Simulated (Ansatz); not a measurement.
Level of theory: DFT PBE, scalar-relativistic, plane waves, PAW (Ansatz 0.2.0). Settings: cutoff 420 eV, Γ-centred meshes spaced at most about 0.3 Å⁻¹, and about 0.25 Å⁻¹ or finer for metals (2π included), Gaussian smearing. No spin polarisation in the final relaxations.

These are static total energies at zero pressure.

Two relaxed structures of NaH₈:

1.

```yaml
crystal:
  lattice:
    - [2.86136, 1.65201, 2.24942]
    - [-2.86136, 1.65201, 2.24942]
    - [0.00000, -3.30401, 2.24942]
  atoms:
    - { symbol: Na, position: [0.00000, 0.00000, 0.00000] }
    - { symbol: H, position: [0.66670, 0.35914, 0.66670] }
    - { symbol: H, position: [0.66670, 0.66670, 0.35914] }
    - { symbol: H, position: [0.35914, 0.66670, 0.66670] }
    - { symbol: H, position: [0.35865, 0.35865, 0.35865] }
    - { symbol: H, position: [0.33330, 0.64086, 0.33330] }
    - { symbol: H, position: [0.33330, 0.33330, 0.64086] }
    - { symbol: H, position: [0.64086, 0.33330, 0.33330] }
    - { symbol: H, position: [0.64135, 0.64135, 0.64135] }
```

2.

```yaml
crystal:
  lattice:
    - [3.99972, 0.00000, 0.00000]
    - [0.00000, 3.99972, 0.00000]
    - [0.00000, 0.00000, 3.99972]
  atoms:
    - { symbol: Na, position: [0.00000, 0.00000, 0.00000] }
    - { symbol: H, position: [0.65246, 0.65246, 0.65246] }
    - { symbol: H, position: [0.34754, 0.34754, 0.65246] }
    - { symbol: H, position: [0.34754, 0.65246, 0.34754] }
    - { symbol: H, position: [0.65246, 0.34754, 0.34754] }
    - { symbol: H, position: [0.65246, 0.65246, 0.34754] }
    - { symbol: H, position: [0.34754, 0.34754, 0.34754] }
    - { symbol: H, position: [0.65246, 0.34754, 0.65246] }
    - { symbol: H, position: [0.34754, 0.65246, 0.65246] }
```

Problem. Which is lower in energy, and by how much?

Solution. They are level within the accuracy (2 meV/atom apart, with cell 1 the lower in these runs). Cell 1 has space group R-3m (No. 166), 7.1 Å³/atom and no gap on its mesh; cell 2 has space group Pm-3m (No. 221), 7.1 Å³/atom and no gap. Counting H atoms around Na (those within 1.25 times the shortest such distance or 1.15 times the sum of covalent radii, 1.27 where that leaves under three), cell 1 and cell 2 both have Na 8. Even the lower one lies +0.69 eV/atom against the reference forms of the elements (uncorrected), so neither is stable at this level. Both come from invented guesses.

The k mesh leaves some 4 meV/atom of noise in the energy of each metallic cell. With hydrogen, zero-point motion can shift such differences by 10 meV/atom or more. A magnetic state wasn't ruled out in cells without spin, among them R-3m, Pm-3m. Cells relaxed within their symmetry can be saddle points.
